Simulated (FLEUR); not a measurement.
# SnSe: equation of state with PBE

The system is SnSe.

```
CELL_PARAMETERS angstrom
0.00000 3.01000 3.01000
3.01000 0.00000 3.01000
3.01000 3.01000 0.00000
ATOMIC_POSITIONS crystal
Sn 0.00000 0.00000 0.00000
Se 0.50000 0.50000 0.50000
```

Measurements of this composition are mostly on another form, of space group No. 62.

```yaml
Program: FLEUR MaX-R8.1 (patched build s14)
Task: equation of state
Functional: PBE
Potentials_or_basis: all-electron
Basis: FLAPW
Kmax: 4 1/bohr
k_mesh: 8 × 8 × 8
Occupations: fermi-dirac, width 0.05 eV
Spin: no spin polarisation
inpgen_profile: fast
Gmax: 20 1/bohr
Muffin-tin_radii: Sn 2.63, Se 2.48 bohr
lmax: Sn 7, Se 7
Local_orbitals_a_species: Sn 5, Se 4
```

The equilibrium volume is 27.80 Å³/atom and the bulk modulus is 49 GPa. The pressure derivative of the bulk modulus is 4.1 (rough: it moves with the points fitted).

Energy against volume, from the lowest point:
| volume (Å³/atom) | energy (meV/atom) |
| --- | --- |
| 25.635 | 28.12 |
| 26.180 | 14.46 |
| 27.271 | 0.00 |
| 28.362 | 0.06 |
| 28.907 | 4.68 |

Caveat: small basis for a fit. PBE usually gives volumes a little too large and moduli too small.
